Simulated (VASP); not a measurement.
# MgB2 (P6/mmm) in VASP: further runs

One crystal, MgB2, is run at these levels: PBEsol, LDA; tasks: relaxation of cell and atoms.

All numbers are computed with VASP 6.6.1; they aren't measurements. Logs are shortened: lines on timing, memory, paths and dates and some standing lists are left out, and cuts for length are marked.

## (1) The structure

Symmetry: P6/mmm, No. 191, hexagonal system. Conventional cell: a = 3.085 Å, b = 3.085 Å, c = 3.523 Å, α = 90.00°, β = 90.00°, γ = 120.00°. Around Mg (site symmetry 6/mmm) lie 12 B at 2.51 Å. Around B (site symmetry -6m2) lie 3 B at 1.78 Å.

## (2) Relaxation of cell and atoms, PBEsol

INCAR

```
SYSTEM = MgB2
PREC = Accurate
ENCUT = 600
EDIFF = 1E-6
ISMEAR = -1
SIGMA = 0.05
LREAL = .False.
LASPH = .True.
NELM = 80
ALGO = Normal
ISIF = 3
LWAVE = .False.
LCHARG = .False.
GGA = PS
IBRION = 2
NSW = 40
EDIFFG = -0.005
```

KPOINTS

```
regular mesh
0
Gamma
  8 8 8
  0 0 0
```

POSCAR

```
MgB2
1.0
    3.0850000000      0.0000000000      0.0000000000
   -1.5425000000      2.6716883707      0.0000000000
    0.0000000000      0.0000000000      3.5230000000
Mg B
1 2
Direct
    0.0000000000      0.0000000000      0.0000000000
    0.6666666667      0.3333333333      0.5000000000
    0.3333333333      0.6666666667      0.5000000000
```

Potentials or basis: VASP PAW PBE potentials, release 64 (Mg, B).

Command:

```
$ cat potpaw_PBE.64/Mg/POTCAR potpaw_PBE.64/B/POTCAR > POTCAR
$ mpirun -np 1 vasp_std > vasp.out
```

OUTCAR:

```text
SYSTEM = MgB2
   PREC = Accurate
   ENCUT = 600
   EDIFF = 1E-6
   ISMEAR = -1
   LREAL = .False.
   LASPH = .True.
   NELM = 80
   ISIF = 3
   GGA = PS
   IBRION = 2
   NSW = 40
   EDIFFG = -0.005

 ion  position               nearest neighbor table
   1  0.000  0.000  0.000-   2 2.51   3 2.51   2 2.51   3 2.51   2 2.51   2 2.51   3 2.51   3 2.51
                             2 2.51   2 2.51   3 2.51   3 2.51
   2  0.667  0.333  0.500-   3 1.78   3 1.78   3 1.78   1 2.51   1 2.51   1 2.51   1 2.51   1 2.51
                             1 2.51
   3  0.333  0.667  0.500-   2 1.78   2 1.78   2 1.78   1 2.51   1 2.51   1 2.51   1 2.51   1 2.51
                             1 2.51

  LATTYP: Found a hexagonal cell.
 ALAT       =     3.0850000000
 C/A-ratio  =     1.1419773096

  Lattice vectors:

 A1 = (   3.0850000000,   0.0000000000,   0.0000000000)
 A2 = (  -1.5425000000,   2.6716883707,   0.0000000000)
 A3 = (   0.0000000000,   0.0000000000,   3.5230000000)

Analysis of symmetry for initial positions (statically):
=====================================================================
 Subroutine PRICEL returns:
 Original cell was already a primitive cell.

 Routine SETGRP: Setting up the symmetry group for a
 hexagonal supercell.

 Subroutine GETGRP returns: Found 24 space group operations
 (whereof 24 operations were pure point group operations)
 out of a pool of 24 trial point group operations.

The static configuration has the point symmetry D_6h.

Analysis of symmetry for dynamics (positions and initial velocities):
=====================================================================
 Subroutine PRICEL returns:
 Original cell was already a primitive cell.

 Routine SETGRP: Setting up the symmetry group for a
 hexagonal supercell.

 Subroutine GETGRP returns: Found 24 space group operations
 (whereof 24 operations were pure point group operations)
 out of a pool of 24 trial point group operations.

The dynamic configuration has the point symmetry D_6h.

 Subroutine INISYM returns: Found 24 space group operations
 (whereof 24 operations are pure point group operations),
 and found     1 'primitive' translations

----------------------------------------------------------------------------------------

                                     Primitive cell

  volume of cell :      29.0371

  direct lattice vectors                    reciprocal lattice vectors
     3.085000000  0.000000000  0.000000000     0.324149109  0.187147575  0.000000000
    -1.542500000  2.671688371  0.000000000     0.000000000  0.374295150  0.000000000
     0.000000000  0.000000000  3.523000000     0.000000000  0.000000000  0.283848992

  length of vectors
     3.085000000  3.085000000  3.523000000     0.374295150  0.374295150  0.283848992

  position of ions in fractional coordinates (direct lattice)
     0.000000000  0.000000000  0.000000000
     0.666666667  0.333333333  0.500000000
     0.333333333  0.666666667  0.500000000

  ion indices of the primitive-cell ions
   primitive index   ion index
                 1           1
                 2           2
                 3           3

----------------------------------------------------------------------------------------

 KPOINTS: regular mesh

Automatic generation of k-mesh.
 Grid dimensions read from file:
 generate k-points for:    8    8    8

 Generating k-lattice:

  Cartesian coordinates                     Fractional coordinates (reciprocal lattice)
     0.040518639  0.023393447  0.000000000     0.125000000  0.000000000  0.000000000
     0.000000000  0.046786894  0.000000000     0.000000000  0.125000000  0.000000000
     0.000000000  0.000000000  0.035481124     0.000000000  0.000000000  0.125000000

  Length of vectors
     0.046786894  0.046786894  0.035481124

  Shift w.r.t. Gamma in fractional coordinates (k-lattice)
     0.000000000  0.000000000  0.000000000

 Subroutine IBZKPT returns following result:
 ===========================================

 Found     50 irreducible k-points:

 Following reciprocal coordinates:
            Coordinates               Weight
  0.000000  0.000000  0.000000      1.000000
  0.125000  0.000000  0.000000      6.000000
  0.250000  0.000000  0.000000      6.000000
  0.375000  0.000000  0.000000      6.000000
  0.500000  0.000000  0.000000      3.000000
  0.125000  0.125000  0.000000      6.000000
[... 16 lines left out ...]
  0.250000  0.000000  0.250000     12.000000
  0.375000  0.000000  0.250000     12.000000
 [... further k-points ...]
   k-points           NKPTS =     50   k-points in BZ     NKDIM =     50   number of bands    NBANDS=      8
   number of dos      NEDOS =    301   number of ions     NIONS =      3
   total plane-waves  NPLWV =  21952
   dimension x,y,z NGX =    28 NGY =   28 NGZ =   28
   dimension x,y,z NGXF=    56 NGYF=   56 NGZF=   56
   ions per type =               1   2
   NGX,Y,Z   is equivalent  to a cutoff of  15.09, 15.09, 13.21 a.u.
   NGXF,Y,Z  is equivalent  to a cutoff of  30.18, 30.18, 26.43 a.u.
 SYSTEM =  MgB2
   PREC   = accura    normal or accurate (medium, high low for compatibility)
   ISTART =      0    job   : 0-new  1-cont  2-samecut
   ICHARG =      2    charge: 1-file 2-atom 10-const
   ISPIN  =      1    spin polarized calculation?
   LNONCOLLINEAR =      F non collinear calculations
   LSORBIT =      F    spin-orbit coupling
   LASPH  =      T    aspherical Exc in radial PAW
   ENCUT  =  600.0 eV  44.10 Ry    6.64 a.u.   6.16  6.16  7.04*2*pi/ulx,y,z
   NELM   =     80;   NELMIN=  2; NELMDL= -5     # of ELM steps
   EDIFF  = 0.1E-05   stopping-criterion for ELM
   LREAL  =      F    real-space projection
   EDIFFG = -.5E-02   stopping-criterion for IOM
   NSW    =     40    number of steps for IOM
   IBRION =      2    ionic relax: 0-MD 1-quasi-New 2-CG
   NFREE  =      1    steps in history (QN), initial steepest desc. (CG)
   ISIF   =      3    stress and relaxation
   ISYM   =      2    0-nonsym 1-usesym 2-fastsym
   POTIM  = 0.5000    time-step for ionic-motion
   TEBEG  =    0.0;   TEEND  =   0.0 temperature during run
   PSTRESS=    0.0 pullay stress
   NELECT =       8.0000    total number of electrons
   NUPDOWN=      -1.0000    fix difference up-down
   EMIN   =  10.00;   EMAX   =-10.00  energy-range for DOS
   EFERMI =   0.00;   METHOD = LEGACY
   ISMEAR =    -1;   SIGMA  =   0.05  broadening in eV -4-tet -1-fermi 0-gaus
   EFERMI_NEDOS =   21; number of points for ismear=-14 and -15
   IALGO  =     38    algorithm
   IMIX   =      4    mixing-type and parameters
     AMIX     =   0.40;   BMIX     =  1.00
     AMIX_MAG =   1.60;   BMIX_MAG =  1.00
  volume/ion in A,a.u.               =       9.68        65.32
  Fermi-wavevector in a.u.,A,eV,Ry     =   1.065255  2.013040 15.439462  1.134768
  Thomas-Fermi vector in A             =   2.200801
   LORBIT       =      0    0 simple, 1 ext, 2 COOP (PROOUT), +10 PAW based schemes
   GGA     = PS    functional components
   LHFCALC =     F    Hartree Fock is set to
   AEXX    =    0.0000 exact exchange contribution
   IVDW    =     0    specifies the selected vdW correction
   LEPSILON=     F    determine dielectric tensor
   LRPA    =     F    only Hartree local field effects (RPA)
 conjugate gradient relaxation of ions
 non-spin polarized calculation
  energy-cutoff  :      600.00
  volume of cell :       29.04
 maximum number of plane-waves:       986
 NGX is ok and might be reduce to    28
   NGX = 13   NGY = 13   NGZ = 15

--------------------------------------- Ionic step        1  -------------------------------------------

 number of electron       8.0000000 magnetization

 Free energy of the ion-electron system (eV)
  ---------------------------------------------------
  ext. energy  EPLUGINS =         0.00000000
  ---------------------------------------------------
  free energy    TOTEN  =       -16.22192006 eV

  energy without entropy =      -16.21565424  energy(sigma->0) =      -16.21878715

------------------------ aborting loop because EDIFF is reached ----------------------------------------

  FORCE on cell =-STRESS in cart. coord.  units (eV):
  Direction    XX          YY          ZZ          XY          YZ          ZX
  --------------------------------------------------------------------------------------
  -------------------------------------------------------------------------------------
  Total       -0.4620239     -0.4620239     -0.7235150      0.0000000      0.0000000      0.0000000
  in kB      -25.4930262    -25.4930262    -39.9212845      0.0000000      0.0000000      0.0000000
  external PRESSURE =     -30.3024456 kB  Pullay stress =       0.0000000 kB
[... 133 lines left out ...]
  energy  without entropy=      -16.2241049719  energy(sigma->0) =      -16.22665633

--------------------------------------- Ionic step        5  -------------------------------------------

 number of electron       8.0000000 magnetization

 Free energy of the ion-electron system (eV)
  ---------------------------------------------------
  ext. energy  EPLUGINS =         0.00000000
  ---------------------------------------------------
  free energy    TOTEN  =       -16.22923519 eV

  energy without entropy =      -16.22429161  energy(sigma->0) =      -16.22676340

 E-fermi :   5.3872     XC(G=0): -11.0881

 val. band max:        5.3035057245   @ k =   0.1250   0.0000   0.2500
 cond. band min:       5.4424481117   @ k =   0.1250   0.0000   0.3750
 fundamental gap:      0.1389423872
 Fermi energy:         5.3872157952

 k-point     1 :       0.0000    0.0000    0.0000
  band No.  band energies     occupation
      1      -7.1685      2.00000
      2       2.4921      2.00000
      3       5.7088      0.00322
      4       5.7088      0.00322
      5       7.2168      0.00000
      6      11.6357      0.00000
      7      11.6357      0.00000
      8      13.5523      0.00000
[... 243 lines left out ...]
 k-point    24 :       0.3750    0.0000    0.2500
  band No.  band energies     occupation
      1      -4.2901      2.00000
      2      -0.2532      2.00000
      3       2.2911      2.00000
      4       3.5482      2.00000
      5       7.2519      0.00000
      6      10.4783      0.00000
      7      13.4758      0.00000
      8      15.9100      0.00000

 [... further k-points ...]

------------------------ aborting loop because EDIFF is reached ----------------------------------------

  FORCE on cell =-STRESS in cart. coord.  units (eV):
  Direction    XX          YY          ZZ          XY          YZ          ZX
  --------------------------------------------------------------------------------------
  -------------------------------------------------------------------------------------
  Total        0.0041832      0.0041832      0.0024626      0.0000000      0.0000000     -0.0000000
  in kB        0.2362002      0.2362002      0.1390467      0.0000000      0.0000000     -0.0000000
  external PRESSURE =       0.2038157 kB  Pullay stress =       0.0000000 kB
[... 18 lines left out ...]
  FREE ENERGIE OF THE ION-ELECTRON SYSTEM (eV)
  ---------------------------------------------------
  free  energy   TOTEN  =       -16.2292351917 eV

  energy  without entropy=      -16.2242916135  energy(sigma->0) =      -16.22676340

 reached required accuracy - stopping structural energy minimisation
```

It took 23 s on 1 thread of Intel Xeon Platinum 8488C (Sapphire Rapids), shared host; peak memory 0.17 GiB.

What came out:

```
Free energy                            : -16.2292 eV
Relaxed volume                         : 9.46 Å³/atom
Relaxed cell                           : a = 3.072 Å, b = 3.072 Å, c = 3.471 Å, α = 90.00°, β = 90.00°, γ = 120.00°
Space group after relaxing (to 0.05 Å) : P6/mmm (No. 191)
Energy gained by relaxing              : 2.4 meV/atom
Ionic steps                            : 5
Pressure after relaxing                : 0.0 GPa
Band gap on the k mesh                 : none (metal or under the smearing width)
```

Step by step:
| step | energy change (eV) | largest force (eV/Å) | pressure (GPa) | volume (Å³) |
| --- | --- | --- | --- | --- |
| 1 | 0.0000 | 0.0000 | -3.03 | 29.04 |
| 2 | -0.0062 | 0.0000 | 0.87 | 28.27 |
| 3 | -0.0065 | 0.0000 | 0.22 | 28.40 |
| 4 | -0.0073 | 0.0000 | 0.06 | 28.38 |
| 5 | -0.0073 | 0.0000 | 0.02 | 28.38 |

Final structure:
```
CELL_PARAMETERS angstrom
3.07228 0.00000 0.00000
-1.53614 2.66068 0.00000
0.00000 0.00000 3.47125
ATOMIC_POSITIONS crystal
Mg 0.00000 0.00000 0.00000
B 0.66667 0.33333 0.50000
B 0.33333 0.66667 0.50000
```

Caveat: the PAW data sets were made with another functional, which shifts forces and pressure a little.

## (3) Relaxation of cell and atoms, LDA

INCAR

```
ALGO = Normal ; EDIFF = 1E-7
EDIFFG = -0.005 ; ENCUT = 600
GGA = CA ; IBRION = 2
ISIF = 3 ; ISMEAR = -1
LASPH = T ; LCHARG = F
LREAL = F ; LWAVE = F
NELM = 60 ; NSW = 40
PREC = Accurate ; SIGMA = 0.05
```

KPOINTS

```
k-points
0
Gamma
  8 8 8
```

POSCAR is that of step 2.

Potentials or basis: VASP PAW LDA potentials, release 64 (Mg, B).

Command:

```
$ cat potpaw_LDA.64/Mg/POTCAR potpaw_LDA.64/B/POTCAR > POTCAR
$ mpirun -np 1 vasp_std > vasp.out
```

OUTCAR:

```text
EDIFF = 1E-7
   EDIFFG = -0.005
   ENCUT = 600
   GGA = CA
   IBRION = 2
   ISIF = 3
   ISMEAR = -1
   LASPH = T
   LREAL = F
   NELM = 60
   NSW = 40
   PREC = Accurate

 ion  position               nearest neighbor table
   1  0.000  0.000  0.000-   2 2.51   3 2.51   2 2.51   3 2.51   2 2.51   2 2.51   3 2.51   3 2.51
                             2 2.51   2 2.51   3 2.51   3 2.51
   2  0.667  0.333  0.500-   3 1.78   3 1.78   3 1.78   1 2.51   1 2.51   1 2.51   1 2.51   1 2.51
                             1 2.51
   3  0.333  0.667  0.500-   2 1.78   2 1.78   2 1.78   1 2.51   1 2.51   1 2.51   1 2.51   1 2.51
                             1 2.51

  LATTYP: Found a hexagonal cell.
 ALAT       =     3.0850000000
 C/A-ratio  =     1.1419773096

  Lattice vectors:

 A1 = (   3.0850000000,   0.0000000000,   0.0000000000)
 A2 = (  -1.5425000000,   2.6716883707,   0.0000000000)
[... 345 lines left out ...]

 k-point     1 :       0.0000    0.0000    0.0000
  band No.  band energies     occupation
      1      -6.9916      2.00000
      2       2.7411      2.00000
      3       5.9555      0.00410
      4       5.9555      0.00410
      5       7.6584      0.00000
      6      12.0033      0.00000
      7      12.0033      0.00000
      8      14.2391      0.00000
[... 243 lines left out ...]
 k-point    24 :       0.3750    0.0000    0.2500
  band No.  band energies     occupation
      1      -4.0592      2.00000
      2      -0.0036      2.00000
      3       2.5300      2.00000
      4       3.7646      2.00000
      5       7.5509      0.00000
      6      10.9697      0.00000
      7      14.0136      0.00000
      8      16.3936      0.00000

 [... further k-points ...]

------------------------ aborting loop because EDIFF is reached ----------------------------------------

  FORCE on cell =-STRESS in cart. coord.  units (eV):
  Direction    XX          YY          ZZ          XY          YZ          ZX
  --------------------------------------------------------------------------------------
  -------------------------------------------------------------------------------------
  Total        0.0065170      0.0065170      0.0035781      0.0000000      0.0000000     -0.0000000
  in kB        0.3808538      0.3808538      0.2091020      0.0000000      0.0000000     -0.0000000
  external PRESSURE =       0.3236032 kB  Pullay stress =       0.0000000 kB
[... 18 lines left out ...]
  FREE ENERGIE OF THE ION-ELECTRON SYSTEM (eV)
  ---------------------------------------------------
  free  energy   TOTEN  =       -17.2942240225 eV

  energy  without entropy=      -17.2898045034  energy(sigma->0) =      -17.29201426

 reached required accuracy - stopping structural energy minimisation
```

OSZICAR:

```text
N       E                     dE             d eps       ncg     rms          rms(c)
DAV:   1     0.819451350584E+01    0.81945E+01   -0.42569E+03   832   0.946E+02
DAV:   2    -0.187604475399E+02   -0.26955E+02   -0.25721E+02  1136   0.122E+02
DAV:   3    -0.190920390241E+02   -0.33159E+00   -0.33154E+00  1064   0.167E+01
DAV:   4    -0.190924766913E+02   -0.43767E-03   -0.43767E-03  1240   0.579E-01
[... 36 lines left out ...]
DAV:   1    -0.172944173870E+02   -0.40310E-03   -0.81327E-03  1064   0.699E-01    0.528E-02
DAV:   2    -0.172942543378E+02    0.16305E-03   -0.37026E-04  1080   0.126E-01    0.219E-02
DAV:   3    -0.172942246191E+02    0.29719E-04   -0.12795E-04   928   0.630E-02    0.388E-03
DAV:   4    -0.172942240840E+02    0.53511E-06   -0.36151E-06   936   0.153E-02    0.102E-03
DAV:   5    -0.172942240225E+02    0.61490E-07   -0.26216E-07   944   0.306E-03
   5 F= -.17294224E+02 E0= -.17292014E+02  d E =-.301014E-02
```

CONTCAR:

```text
MgB2
   1.00000000000000
     3.0409923953032352    0.0000000000000000   -0.0000000000000000
    -1.5204961976516176    2.6335766670718170    0.0000000000000000
     0.0000000000000000   -0.0000000000000000    3.4232568319189776
  Mg              B
     1     2
Direct
     0.0000000000000000    0.0000000000000000    0.0000000000000000
     0.6666666667000030    0.3333333332999970    0.5000000000000000
     0.3333333332999970    0.6666666667000030    0.5000000000000000

  0.00000000E+00  0.00000000E+00  0.00000000E+00
  0.00000000E+00  0.00000000E+00  0.00000000E+00
  0.00000000E+00  0.00000000E+00  0.00000000E+00
```

Run time: 41 s. Hardware: 1 thread of Intel Xeon Platinum 8488C (Sapphire Rapids), shared host; peak memory 0.15 GiB.

Results:

| Property | Result |
| --- | --- |
| Free energy | -17.2942 eV |
| Relaxed volume | 9.14 Å³/atom |
| Relaxed cell | a = 3.041 Å, b = 3.041 Å, c = 3.423 Å, α = 90.00°, β = 90.00°, γ = 120.00° |
| Space group after relaxing (to 0.05 Å) | P6/mmm (No. 191) |
| Energy gained by relaxing | 14.3 meV/atom |
| Ionic steps | 5 |
| Pressure after relaxing | 0.0 GPa |
| Band gap on the k mesh | none (metal or under the smearing width) |

Step by step:
```csv
step,energy change (eV),largest force (eV/Å),pressure (GPa),volume (Å³)
1,0.0000,0.0000,-8.05,29.04
2,-0.0356,0.0000,3.02,27.04
3,-0.0399,0.0000,0.06,27.51
4,-0.0427,0.0000,0.04,27.44
5,-0.0429,0.0000,0.03,27.42
```

Final structure:
```xyz
3
Lattice="3.0410 0.0000 0.0000 -1.5205 2.6336 0.0000 0.0000 0.0000 3.4233" Properties=species:S:1:pos:R:3 pbc="T T T"
Mg    0.0000    0.0000    0.0000
B     1.5205    0.8779    1.7116
B     0.0000    1.7557    1.7116
```

Levels at points of the mesh, in eV from the Fermi level:
| k point | band 1 | band 2 | band 3 | band 4 | band 5 | band 6 | band 7 | band 8 |
| --- | --- | --- | --- | --- | --- | --- | --- | --- |
| (0.00, 0.00, 0.00) | -12.64 | -2.91 | 0.31 | 0.31 | 2.01 | 6.36 | 6.36 | 8.59 |
| (0.50, 0.00, 0.00) | -8.62 | -8.04 | -2.30 | 0.27 | 3.26 | 3.92 | 5.77 | 7.66 |
| (0.00, 0.00, 0.50) | -11.20 | -7.68 | 0.74 | 0.74 | 6.69 | 6.69 | 8.05 | 10.69 |
| (0.50, 0.00, 0.50) | -7.52 | -7.03 | -3.73 | -1.98 | -1.39 | 6.04 | 9.02 | 9.09 |

## (4) For comparison

An earlier run on the cell as given: functional PBEsol; potentials or basis VASP PAW PBE potentials, release 64 (Mg, B); cutoff 520 eV; k mesh 10 × 10 × 8; occupations fermi-dirac, width 0.05 eV; no spin polarisation.

* Pressure: -3.0 GPa
* Band gap on the k mesh: none (metal or under the smearing width)

## (5) Overview

| task | level | potentials or basis | cell | k mesh | cutoff (eV) | ladder | gap on the mesh (eV) | pressure (GPa) | relaxed volume (Å³/atom) |
| --- | --- | --- | --- | --- | --- | --- | --- | --- | --- |
| relaxation of cell and atoms | PBEsol | VASP PAW PBE potentials, release 64 (Mg, B) | relaxed | 8 × 8 × 8 | 600 | gaps | none | 0.0 | 9.46 |
| relaxation of cell and atoms | LDA | VASP PAW LDA potentials, release 64 (Mg, B) | relaxed | 8 × 8 × 8 | 600 | gaps | none | 0.0 | 9.14 |
| single point | PBEsol | VASP PAW PBE potentials, release 64 (Mg, B) | as given | 10 × 10 × 8 | 520 | free | none | -3.0 | - |

Alike in all rows: no spin polarisation; smearing fermi-dirac 0.05 eV.

Caveats: the PAW data sets were made with another functional, which shifts forces and pressure a little (some runs).

Absolute energies hang on the potentials; compare differences alone.
